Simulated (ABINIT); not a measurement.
The system is SnTe.

```xyz
2
Lattice="0.0000 3.6111 3.6111 3.6111 0.0000 3.6111 3.6111 3.6111 0.0000" Properties=species:S:1:pos:R:3 pbc="T T T"
Te    1.8056    1.8056    1.8056
Sn    0.0000    0.0000    0.0000
```

Measurements of this composition are mostly on another form, of space group No. 225.

Base run:

* Program: ABINIT 10.8.3 (patched build)
* Functional: PBEsol
* Potentials or basis: JTH PAW PBE v2.0
* Cutoff: 599 eV
* k mesh: 7 × 7 × 7
* Occupations: fermi-dirac, width 0.05 eV
* Spin: no spin polarisation

Its results: pressure -1.4 GPa.

**Question.** After a change of settings the same cell gave: pressure -2.2 GPa. Which change was it?
A. functional from PBEsol to r2SCAN; cutoff from 599 eV to 707 eV; fine-grid cutoff from 1197.3 eV to 1306.15 eV
B. functional from PBEsol to LDA; potentials or basis from JTH PAW PBE v2.0 to JTH PAW LDA v2.0
C. potentials or basis from JTH PAW PBE v2.0 to PseudoDojo NC SR PBEsol v0.4.1 standard; cutoff from 599 eV to 1088 eV; valence electrons from 20 to 30

**Answer.** B.

Caveats: the PAW data sets were made with another functional, which shifts forces and pressure a little (some runs).

Runs at the PBE level aren't shown here.
